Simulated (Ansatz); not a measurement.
# PbS (R3m) in Ansatz: a series of runs

One crystal, PbS, is run at these levels: HSE06, PBE0; tasks: band structure, single point, equation of state.

Everything below comes from runs of Ansatz 0.2.0. Logs are shortened: lines on timing, memory, paths and dates and some standing lists are left out, and cuts for length are marked.

## 1. The crystal as given

It takes space group R3m (No. 160, trigonal). The conventional cell has a = 4.225 Å, b = 4.225 Å, c = 10.356 Å, α = 90.00°, β = 90.00°, γ = 120.00°. Around Pb (site symmetry 3m) lie 6 S at 2.96 to 3.02 Å. Around S (site symmetry 3m) lie 6 Pb at 2.96 to 3.02 Å.

The cell is a database's computed one.

## 2. Band structure, HSE06

input reads:

```
crystal:
  lattice:
    - [2.1126617058, 1.2197458045, 3.4519162518]
    - [-2.1126617058, 1.2197458045, 3.4519162518]
    - [0.0, -2.4394916091, 3.4519162518]
  atoms:
    - { symbol: Pb, position: [0.98056578, 0.98056578, 0.98056578] }
    - { symbol: S, position: [0.47503555, 0.47503555, 0.47503555] }
hamiltonian:
  xc: hse06
  pseudopotentials: { kind: paw }
kpoints:
  mp_grid: { grid: [6, 6, 6] }
  band_path:
    path:
      - [[0.0, 0.0, 0.0], [0.5, 0.0, 0.0], [0.5, 0.2499056766, -0.2499056766]]
      - [[0.7500943234, 0.5, 0.2499056766], [0.5, 0.5, 0.5], [0.0, 0.0, 0.0], [0.3749528383, 0.0, -0.3749528383]]
      - [[0.6250471617, 0.3749528383, 0.0], [0.5, 0.5, 0.0], [0.6250471617, 0.6250471617, 0.2499056766], [0.5, 0.5, 0.5]]
      - [[0.5, 0.0, 0.0], [0.7500943234, 0.3749528383, 0.3749528383]]
    npoints: 4
scf:
  occupations: { method: fermi_dirac, width: 0.05 }
  n_extra_bands: 6
output:
  forces: true
  stress: true
  eigenvalues: true
  fatbands: false
```

Potentials or basis: Ansatz PAW.

The program printed:

```text
Warning: output.stress: scf.convergence.dr2_threshold = 1e-7 eV (the SCF's general default) is looser than the 2e-10 eV advised for a printed stress (1e-10 eV for each atom of the cell: 2). What an SCF threshold leaves in a stress goes as its square root, and in the free energy as the threshold itself, and one threshold admits the most on a small cell: of the crystals measured, under no hybrid functional and no lock of the moments, on runs that ended without the residual-converged pass, on stresses that held no estimate of that error, the worst erred by over 100 MPa in a component at 1e-7 eV an atom and by under 5 at 1e-10. Set scf.convergence.dr2_threshold to 2e-10 eV or tighter. The threshold is an SCF's pass mark: one that does not reach it within its budget of iterations ends unconverged, or closes short of it on a stop that the run arms, and scf.convergence.dr2_threshold's page says what that costs each kind of run
Warning: output.stress: scf.exx.energy_threshold = 1e-6 eV is looser than the 2e-8 eV advised for a stress under a hybrid functional (1e-8 eV for each atom of the cell: 2). Every SCF of the exchange loop can meet its threshold on dr2 while the loop round them stops early: no threshold on dr2 bounds what that leaves in the stress. Set scf.exx.energy_threshold to 2e-8 eV or tighter. The threshold is the loop's pass mark: a loop that does not reach it within its budget of cycles ends unconverged, and scf.exx.energy_threshold's page has the law
scf.n_extra_bands = 6 over 10 filled bands (N_el = 20.0): the run solves 16 bands
GPUs: using 1 of 1 available (devices: 1).
Engine: ansatz 0.2.0, x86_64-unknown-linux-gnu
Pseudopotentials: kind: paw
Pseudopotential: Pb, paw, valence charge 14, recommended cutoff 420 eV (normal), Pb.paw.azcp
Pseudopotential: S, paw, valence charge 6, recommended cutoff 420 eV (normal), S.paw.azcp
Functional definition: HSE06
  parameter a = 0.25
  parameter omega = 0.11/bohr
  exchange = pbe_x - a*pbe_x_sr(omega) + a*exact_x_sr(omega)
  correlation = pbe_c
device memory: the entry about to start is reckoned to put 0.6 GiB on a device that reports 56.3 GiB free (of which the cap on the GPU budget leaves the run 18.0 GiB)
GPU FFT provider: cuFFT
GPU libraries: cuBLAS 13.8.2, cuFFT 12.4.0, cuSOLVER 12.3.4
Crystal: 2 atoms, lattice volume = 53.372 Å³
Basis set: ecut = 420 eV, 1037 PW (Γ), exchange–correlation on 60×60×60 points (8 copies of the dense FFT grid, shifted against one another)
Bands: 16, of which v1, the nominal top of the filled ones, is band 10 counted from 1 (9 counted from 0)
Symmetry: 6 space group operations
Space group: R3m (ITA 160), of the structure as read, at distance tolerance 3.8e-5 Å
k-points: 32 of 216 (time reversal used)
Non-local potential: Pb, projectors of the file, l = 0: 2, l = 1: 2, l = 2: 2, l = 3: 2
Non-local potential: S, projectors of the file, l = 0: 2, l = 1: 2, l = 2: 2
PAW form: soft (Blöchl's): semilocal exchange-correlation on the pseudo side does not see the compensation charge
PAW frozen core: Pb, regenerated for the run's functional, and the local potential with it (the file was generated under x = pbe(κ = 0.804, μ = 0.2195149727645171), c = pbe(β = 0.06672455060314922))
PAW frozen core: S, regenerated for the run's functional, and the local potential with it (the file was generated under x = pbe(κ = 0.804, μ = 0.2195149727645171), c = pbe(β = 0.06672455060314922))
PAW one-centre angular grid: Pb, 590 points (default); XC on 64 Gauss nodes
PAW one-centre angular grid: S, 110 points (default); XC on 64 Gauss nodes
Initial density: superposition of atomic densities (neutral atoms: chi_scale 0, normalization atom), corrected by the library's trained network
Initial wavefunctions: pseudopotential atomic-orbital guess
GPU buffer pool allocated for 27000 grid points (all kernels)
GPU transforms: local potential and band sums: pruned to the plane-wave sphere, on 30×30×30
Functional: x = pbe(κ = 0.804, μ = 0.2195149727645171), c = pbe(β = 0.06672455060314922), warm-up for x = pbe(κ = 0.804, μ = 0.2195149727645171) + 0.25 (exact − pbe) at short range (hse, ω = 0.20786987370883472 Å⁻¹), c = pbe(β = 0.06672455060314922); HSE06 as pw.x's `hse` composes it (authors' and Libxc's form: `xc: wpbeh`)
SCF iter   1: F=—  HF=-12809.569694 eV  |F-HF|=—  |Δ(HF+E_count)|=         —  Δρ=8.04e-4  dr2=2.20e-4  ethr=1.77e-3  ⟨swp⟩=12.6  Hψ=2750  notcnv=0
preconditioner: auto → none  [insulator: Δε(μ)=0.455 eV  Ē_g=17.253 eV  σ=0.050 eV  W_gap=0.98  n_scr=14 (ndim 8)  ℏωp=22.7 eV  f_vac=0.001  D(μ)=0.01/eV (n_scr^D=0)]
SCF iter   2: F=—  HF=-12809.569994 eV  |F-HF|=—  |Δ(HF+E_count)|=   3.00e-4  Δρ=3.34e-4  dr2=3.81e-5  ethr=1.10e-6  ⟨swp⟩=4.4  Hψ=1552  notcnv=0  defer=2
SCF iter   3: F=-12809.570033 eV  HF=-12809.570030 eV  |F-HF|=2.84e-6  |Δ(HF+E_count)|=   3.62e-5  Δρ=1.10e-4  dr2=6.08e-6  ethr=1.90e-7  ⟨swp⟩=2.8  Hψ=883  notcnv=0
SCF 1 stopped early in 3 iterations: F = -12809.570033 eV  dr2 = 6.08e-6
device memory: the entry about to start is reckoned to put 1.2 GiB on a device that reports 56.2 GiB free (of which the cap on the GPU budget leaves the run 18.0 GiB)
GPU FFT provider: cuFFT
GPU libraries: cuBLAS 13.8.2, cuFFT 12.4.0, cuSOLVER 12.3.4
Initial density: handed on by an earlier stage of this run
Initial wavefunctions: those handed on with the density
GPU buffer pool allocated for 27000 grid points (all kernels)
GPU transforms: local potential and band sums: pruned to the plane-wave sphere, on 30×30×30
Functional: x = pbe(κ = 0.804, μ = 0.2195149727645171) + 0.25 (exact − pbe) at short range (hse, ω = 0.20786987370883472 Å⁻¹), c = pbe(β = 0.06672455060314922); HSE06 as pw.x's `hse` composes it (authors' and Libxc's form: `xc: wpbeh`)
Exchange kernel: α = 0.2500, screened, ω = 0.2079 Å⁻¹, Wigner–Seitz truncation, v(0) = 1046.8041 eV·Å³, q-mesh 6×6×6, nearest image of the exchange supercell L = 25.35 Å, pair-density grid 18×18×18, without the augmentation charges, whose exchange is taken in its separable form by FFT convolution over the k-point mesh (sized by the pseudopotential files, 24×24×24 at the most), smooth part of the exact exchange by density-matrix convolution in up to 3.69 GiB of GPU memory as planned if the GPU has room (build and FFT work areas not counted)
Frozen-core exchange: fock
SCF iter   1: F=—  HF=-12813.690313 eV  |F-HF|=—  |Δ(HF+E_count)|=         —  Δρ=5.74e-3  dr2=1.51e-2  ethr=3.04e-7  ⟨swp⟩=10.1  Hψ=3009  notcnv=0
preconditioner: auto → none  [insulator: Δε(μ)=0.883 eV  Ē_g=19.225 eV  σ=0.050 eV  W_gap=1.00  n_scr=14 (ndim 8)  ℏωp=22.7 eV  f_vac=0.000  D(μ)=0.00/eV (n_scr^D=0)]
SCF iter   2: F=—  HF=-12813.685442 eV  |F-HF|=—  |Δ(HF+E_count)|=   4.87e-3  Δρ=1.98e-3  dr2=2.02e-3  ethr=3.04e-7  ⟨swp⟩=4.8  Hψ=1583  notcnv=0
SCF iter   3: F=—  HF=-12813.689948 eV  |F-HF|=—  |Δ(HF+E_count)|=   4.51e-3  Δρ=1.07e-3  dr2=9.07e-4  ethr=3.04e-7  ⟨swp⟩=4.2  Hψ=1438  notcnv=0
SCF iter   4: F=—  HF=-12813.689670 eV  |F-HF|=—  |Δ(HF+E_count)|=   2.79e-4  Δρ=1.91e-4  dr2=3.24e-5  ethr=3.04e-7  ⟨swp⟩=4.3  Hψ=1374  notcnv=0
SCF iter   5: F=—  HF=-12813.689720 eV  |F-HF|=—  |Δ(HF+E_count)|=   5.05e-5  Δρ=1.23e-4  dr2=1.48e-5  ethr=1.14e-7  ⟨swp⟩=3.9  Hψ=1119  notcnv=0
iter 6 solved again at ethr=1.02e-9 eV; its pass at ethr=6.55e-8 eV (dr2=2.04e-7 eV) is discarded
SCF iter   6: F=-12813.689717 eV  HF=-12813.689717 eV  |F-HF|=2.62e-8  |Δ(HF+E_count)|=   3.21e-6  Δρ=2.73e-5  dr2=9.20e-7  ethr=1.02e-9  ⟨swp⟩=5.4  Hψ=2375  notcnv=0  defer=12
SCF 2 stopped early in 6 iterations: F = -12813.689717 eV  dr2 = 9.20e-7
  Residual-converged pass: ⟨swp⟩=3.2  Hψ=1140  notcnv=0  max |occ|·‖R‖ = 6.4e-6 eV (tolerance 6.7e-6 eV)  dr2=9.19e-7  dr2_onsite=3.98e-8  max |Δocc| = 8.7e-14
hybrid outer 1: dexx = +5.170e-3 eV, tail = 1.11e-5 eV
GPU FFT provider: cuFFT
GPU libraries: cuBLAS 13.8.2, cuFFT 12.4.0, cuSOLVER 12.3.4
GPU buffer pool allocated for 27000 grid points (all kernels)
GPU transforms: local potential and band sums: pruned to the plane-wave sphere, on 30×30×30
Exchange kernel: α = 0.2500, screened, ω = 0.2079 Å⁻¹, Wigner–Seitz truncation, v(0) = 1046.8041 eV·Å³, q-mesh 6×6×6, nearest image of the exchange supercell L = 25.35 Å, pair-density grid 18×18×18, without the augmentation charges, whose exchange is taken in its separable form by FFT convolution over the k-point mesh (sized by the pseudopotential files, 24×24×24 at the most), smooth part of the exact exchange by density-matrix convolution in up to 3.69 GiB of GPU memory as planned if the GPU has room (build and FFT work areas not counted)
Frozen-core exchange: fock
SCF iter   1: F=—  HF=-12813.689590 eV  |F-HF|=—  |Δ(HF+E_count)|=         —  Δρ=3.39e-5  dr2=7.63e-7  ethr=2.78e-7  ⟨swp⟩=4.1  Hψ=1111  notcnv=0
preconditioner: auto → none  [insulator: Δε(μ)=0.892 eV  Ē_g=19.201 eV  σ=0.050 eV  W_gap=1.00  n_scr=14 (ndim 8)  ℏωp=22.7 eV  f_vac=0.001  D(μ)=0.00/eV (n_scr^D=0)]
SCF iter   2: F=—  HF=-12813.689590 eV  |F-HF|=—  |Δ(HF+E_count)|=   2.64e-8  Δρ=8.99e-6  dr2=4.52e-8  ethr=3.65e-9  ⟨swp⟩=4.1  Hψ=1326  notcnv=0
SCF iter   3: F=—  HF=-12813.689590 eV  |F-HF|=—  |Δ(HF+E_count)|=   8.26e-8  Δρ=4.00e-6  dr2=6.21e-9  ethr=1.17e-10  ⟨swp⟩=5.1  Hψ=1497  notcnv=0
SCF iter   4: F=-12813.689590 eV  HF=-12813.689590 eV  |F-HF|=3.64e-12  |Δ(HF+E_count)|=   1.18e-9  Δρ=5.93e-7  dr2=2.26e-10  ethr=3.04e-11  ⟨swp⟩=3.5  Hψ=1136  notcnv=0
SCF 3 converged in 4 iterations: F = -12813.689590 eV  dr2 = 2.26e-10
  Residual-converged pass: ⟨swp⟩=4.0  Hψ=1242  notcnv=0  max |occ|·‖R‖ = 4.4e-7 eV (tolerance 4.4e-7 eV)  dr2=2.29e-10  dr2_onsite=1.52e-11  max |Δocc| = 2.3e-14
hybrid outer 2: dexx = +7.255e-8 eV, tail = 2.61e-9 eV, Δε = 2.67e-3 eV (about 5.68e-5 eV left of the loop's levels), ΔF = 1.09e-3 eV/Å (tail 2.68e-4)
device memory: the entry about to start is reckoned to put 0.4 GiB on a device that reports 57.1 GiB free (of which the cap on the GPU budget leaves the run 18.0 GiB)
NSCF: frozen V_eff on 40 k-points, pencils in batches of 32, up to order 72
hybrid SCF converged: 2 outer / 10 inner (+3 warm-up), last move |dexx| = 7.26e-8 eV, tail = 2.61e-9 eV
Stability not checked: this state was not tested for a lower state beside it, because the functional holds exact exchange (a hybrid, or Hartree-Fock), whose exchange loop this test does not read (fock_operator; see scf.lower_state_search)
Free energy (F): -12813.689590 eV
Frozen-core exchange: fock
Harris-Foulkes:  -12813.689590 eV  (|F-HF|=3.64e-12)
Internal energy: -12813.689585 eV  (E = F + TS)
E sigma→0 (E₀):  -12813.689588 eV
Entropy (-TS):   -0.000005 eV (-0.002 meV/atom)
Fermi energy:    8.230652 eV
--- Per-component energies (eV) ---
  E_band       = -90.801153
  E_kinetic    = 392.162024
  E_local      = -1238.149151  (includes V_loc(G=0)·N_el)
  E_nonlocal   = 378.373528
  E_hartree    = 482.283667
  E_xc         = -253.989814
  E_vxc        = -176.295449  (∫ρ·V_xc dr)
  E_exx        = -42.497430  (= α·E_x^exact, valence–valence)
  E_paw        = -11030.338795  (= ΣΔE_a)
  E_vpaw       = -326.465080  (= ΣTr[D̂ρ^β])
  E_aug_tail   = 0.000050  (compensation charges beyond the density's cutoff)
  E_ewald      = -1501.771229
  E_core_change = 0.237563  (= ΣΔE_core)
  E_smearing   = -0.000005  (= −TS)
  E_closure    = 0.000001  (closes the sum)
  Σ components = -12813.689590   (vs F -12813.689590, Δ=0.00e0)
--- Forces (eV/Å), atoms counted from 1 ---
  atom   1  Pb    -0.00000000     0.00000000    -0.00168197
  atom   2  S      0.00000000    -0.00000000     0.00171991
  max |Σ_I F_I| component: 3.79e-5 eV/Å
--- Stress (GPa, compression-positive) ---
       -0.208176       0.000000       0.000000
        0.000000      -0.208176      -0.000000
        0.000000      -0.000000      -0.184846
  P = ⅓ Tr σ = -0.2004 GPa (-2.004 kbar)
--- Band table (eV; the first three rows and the last of 32) ---
  k-point 0: bands = ["-10.7614", "-10.7610", "-10.7610", "-10.7591", "-10.7591", "-7.1234", "1.3624", "5.3751", "5.3751", "5.3792", "13.7403", "13.7703", "13.7703", "15.2914", "15.2914", "15.3139"]
  k-point 1: bands = ["-10.7680", "-10.7675", "-10.7600", "-10.7506", "-10.7504", "-6.8814", "0.5137", "5.4502", "5.4532", "6.0265", "11.8475", "12.5048", "12.5052", "15.1932", "15.9148", "15.9182"]
  k-point 2: bands = ["-10.7844", "-10.7837", "-10.7589", "-10.7300", "-10.7298", "-6.2768", "-0.9532", "5.6384", "5.6416", "7.0621", "9.7729", "10.9659", "10.9700", "15.9078", "17.3847", "17.3881"]
  k-point 31: bands = ["-10.7919", "-10.7919", "-10.7591", "-10.7195", "-10.7195", "-5.8720", "-1.7016", "5.7654", "5.7654", "7.7660", "8.6955", "10.3450", "10.3450", "17.2272", "18.8653", "18.8653"]
```

Run time: 74 s. Hardware: 1 × NVIDIA H100 80GB HBM3 with 2 threads of AMD EPYC 7R13 (Zen 3), shared host; peak memory 2.5 GiB.

What came out:

* Free energy: -12813.6896 eV
* Pressure: -0.2 GPa
* Band gap on the k mesh: 0.89 eV, direct
* Band gap along the path: 0.89 eV, direct

Levels at the corners of the path, in eV from the valence-band top:
| point | band 8 | band 9 | band 10 | band 11 | band 12 | band 13 |
| --- | --- | --- | --- | --- | --- | --- |
| Γ | -2.41 | -2.41 | -2.41 | 5.96 | 5.99 | 5.99 |
| L | -2.03 | -2.02 | 0.00 | 0.89 | 2.56 | 2.57 |
| B1 | -4.80 | -4.80 | -1.15 | 2.80 | 5.42 | 5.42 |
| B | -4.80 | -4.80 | -1.15 | 2.80 | 5.42 | 5.42 |
| Z | -2.02 | -2.02 | -0.02 | 0.91 | 2.56 | 2.56 |
| Γ | -2.41 | -2.41 | -2.41 | 5.96 | 5.99 | 5.99 |
| X | -5.17 | -3.21 | -2.64 | 3.97 | 4.84 | 5.85 |
| Q | -5.17 | -3.21 | -2.64 | 3.97 | 4.84 | 5.85 |
| F | -5.62 | -3.76 | -3.75 | 4.47 | 6.41 | 6.51 |
| P1 | -5.18 | -3.22 | -2.64 | 3.96 | 4.84 | 5.85 |
| Z | -2.02 | -2.02 | -0.02 | 0.91 | 2.56 | 2.56 |
| L | -2.03 | -2.02 | 0.00 | 0.89 | 2.56 | 2.57 |
| P | -5.18 | -3.22 | -2.64 | 3.96 | 4.84 | 5.85 |

Caveat: spin-orbit coupling is left out, which as a rule narrows the gap of such compounds by several tenths of an eV; the PAW data sets come from PBE, with cores solved anew for the run's functional, which leaves a small shift of forces and pressure; the thresholds are loose for stress.

## 3. Single point, HSE06, 25.08 Å³/atom (volume scaled by 0.94)

input reads:

```
crystal:
  lattice:
    - [2.0695340594, 1.1948460463, 3.3814492087]
    - [-2.0695340594, 1.1948460463, 3.3814492087]
    - [0.0, -2.3896920926, 3.3814492087]
  atoms:
    - { symbol: Pb, position: [0.98056578, 0.98056578, 0.98056578] }
    - { symbol: S, position: [0.47503555, 0.47503555, 0.47503555] }
hamiltonian:
  xc: hse06
  pseudopotentials: { kind: paw }
kpoints:
  mp_grid: { grid: [6, 6, 6] }
scf:
  occupations: { method: fermi_dirac, width: 0.05 }
output:
  forces: true
  stress: true
  eigenvalues: true
```

Potentials or basis: Ansatz PAW.

Wall time 28 s (1 × NVIDIA H100 80GB HBM3 with 2 threads of AMD EPYC 7R13 (Zen 3), shared host); peak memory 2.5 GiB.

Results (log left out):

```yaml
Free_energy: -12813.6560 eV
Pressure: 3.8 GPa
Largest_force: 0.034 eV/Å
Band_gap_on_the_k_mesh: 0.62 eV, direct
```

Caveat: spin-orbit coupling is left out, which as a rule narrows the gap of such compounds by several tenths of an eV; the PAW data sets come from PBE, with cores solved anew for the run's functional, which leaves a small shift of forces and pressure; the thresholds are loose for stress.

## 4. Single point, HSE06, 25.62 Å³/atom (volume scaled by 0.96)

input, as its differences from that of step 3:

```diff
@@ -2,5 +2,5 @@
   lattice:
-    - [2.0695340594, 1.1948460463, 3.3814492087]
-    - [-2.0695340594, 1.1948460463, 3.3814492087]
-    - [0.0, -2.3896920926, 3.3814492087]
+    - [2.0841087231, 1.2032607323, 3.4052630159]
+    - [-2.0841087231, 1.2032607323, 3.4052630159]
+    - [0.0, -2.4065214646, 3.4052630159]
   atoms:
@@ -19 +19,5 @@
   eigenvalues: true
+  write_density: true
+  write_potential: true
+  elf: true
+  volumetric_format: npy
```

Wall time 30 s (1 × NVIDIA H100 80GB HBM3 with 2 threads of AMD EPYC 7R13 (Zen 3), shared host); peak memory 2.5 GiB.

Results (log left out):

* Free energy: -12813.6761 eV
* Pressure: 2.3 GPa
* Largest force: 0.023 eV/Å
* Band gap on the k mesh: 0.72 eV, direct

Caveat: spin-orbit coupling is left out, which as a rule narrows the gap of such compounds by several tenths of an eV; the PAW data sets come from PBE, with cores solved anew for the run's functional, which leaves a small shift of forces and pressure; the thresholds are loose for stress.

## 5. Single point, HSE06, 26.15 Å³/atom (volume scaled by 0.98)

input reads:

```
crystal:
  lattice:
    - [2.0984823409, 1.2115593444, 3.4287483306]
    - [-2.0984823409, 1.2115593444, 3.4287483306]
    - [0.0, -2.4231186889, 3.4287483306]
  atoms:
    - { symbol: Pb, position: [0.98056578, 0.98056578, 0.98056578] }
    - { symbol: S, position: [0.47503555, 0.47503555, 0.47503555] }
hamiltonian:
  xc: hse06
  pseudopotentials: { kind: paw }
kpoints:
  mp_grid: { grid: [6, 6, 6] }
scf:
  occupations: { method: fermi_dirac, width: 0.05 }
output:
  forces: true
  stress: true
  eigenvalues: true
```

Run time: 22 s. Hardware: 1 × NVIDIA H100 80GB HBM3 with 2 threads of AMD EPYC 7R13 (Zen 3), shared host; peak memory 2.5 GiB.

Results (log left out):

```yaml
Free_energy: -12813.6870 eV
Pressure: 1.0 GPa
Largest_force: 0.012 eV/Å
Band_gap_on_the_k_mesh: 0.81 eV, direct
```

Caveat: spin-orbit coupling is left out, which as a rule narrows the gap of such compounds by several tenths of an eV; the PAW data sets come from PBE, with cores solved anew for the run's functional, which leaves a small shift of forces and pressure; the thresholds are loose for stress.

## 6. Single point, HSE06, 26.69 Å³/atom

input, as its differences from that of step 5:

```diff
@@ -2,5 +2,5 @@
   lattice:
-    - [2.0984823409, 1.2115593444, 3.4287483306]
-    - [-2.0984823409, 1.2115593444, 3.4287483306]
-    - [0.0, -2.4231186889, 3.4287483306]
+    - [2.1126617058, 1.2197458045, 3.4519162518]
+    - [-2.1126617058, 1.2197458045, 3.4519162518]
+    - [0.0, -2.4394916091, 3.4519162518]
   atoms:
```

Potentials or basis: Ansatz PAW.

It took 23 s on 1 × NVIDIA H100 80GB HBM3 with 2 threads of AMD EPYC 7R13 (Zen 3), shared host; peak memory 2.5 GiB.

Results (log left out):

| Property | Result |
| --- | --- |
| Free energy | -12813.6896 eV |
| Pressure | -0.2 GPa |
| Band gap on the k mesh | 0.89 eV, direct |

Caveat: spin-orbit coupling is left out, which as a rule narrows the gap of such compounds by several tenths of an eV; the PAW data sets come from PBE, with cores solved anew for the run's functional, which leaves a small shift of forces and pressure; the thresholds are loose for stress.

## 7. Single point, HSE06, 27.22 Å³/atom (volume scaled by 1.02)

input, as its differences from that of step 6:

```diff
@@ -2,5 +2,5 @@
   lattice:
-    - [2.1126617058, 1.2197458045, 3.4519162518]
-    - [-2.1126617058, 1.2197458045, 3.4519162518]
-    - [0.0, -2.4394916091, 3.4519162518]
+    - [2.1266532507, 1.2278238267, 3.4747772906]
+    - [-2.1266532507, 1.2278238267, 3.4747772906]
+    - [0.0, -2.4556476535, 3.4747772906]
   atoms:
@@ -19 +19,5 @@
   eigenvalues: true
+  write_density: true
+  write_potential: true
+  elf: true
+  volumetric_format: npy
```

It took 24 s on 1 × NVIDIA H100 80GB HBM3 with 2 threads of AMD EPYC 7R13 (Zen 3), shared host; peak memory 2.5 GiB.

The run converged. Its results:

```yaml
Free_energy: -12813.6847 eV
Pressure: -1.3 GPa
Largest_force: 0.008 eV/Å
Band_gap_on_the_k_mesh: 0.97 eV, direct
```

Caveat: spin-orbit coupling is left out, which as a rule narrows the gap of such compounds by several tenths of an eV; the PAW data sets come from PBE, with cores solved anew for the run's functional, which leaves a small shift of forces and pressure; the thresholds are loose for stress.

[end of part 1 of 2]
